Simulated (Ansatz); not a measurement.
Space group Fm-3m (No. 225). a = 4.856 Å, b = 4.856 Å, c = 4.856 Å, α = 90.00°, β = 90.00°, γ = 90.00°
```csv
atom,site,symmetry,x,y,z
Y,4a,m-3m,0.0000,0.0000,0.0000
N,4b,m-3m,0.5000,0.0000,0.0000
```

Equation of state of this YN structure (not necessarily the ground state), with shape and atoms relaxed at each volume where symmetry leaves them free. Level of theory: DFT PBEsol, scalar-relativistic, plane waves, PAW in Ansatz 0.2.0.

Cutoff 420 eV; k points 12×12×12 on the computed 2-atom cell (Γ-centred); Gaussian smearing, width 0.01 eV; no spin polarisation.

| V (Å³/atom) | E − E(largest V) (meV/atom) | P (GPa) | gap on mesh (eV) |
| --- | --- | --- | --- |
| 12.598 | 72.27 | 28.57 | 0.00 |
| 13.028 | 7.95 | 19.65 | 0.00 |
| 13.457 | -34.26 | 12.03 | 0.00 |
| 13.887 | -57.58 | 5.56 | 0.02 |
| 14.316 | -64.83 | 0.00 | 0.08 |
| 14.746 | -58.29 | -4.76 | 0.13 |
| 15.175 | -39.91 | -8.83 | 0.18 |
| 15.748 | 0.00 | -13.35 | 0.24 |

Question: Fit a third-order Birch–Murnaghan equation to E(V).

Answer: V0 = 14.32 Å³/atom, B0 = 171 GPa, B0' = 4.2.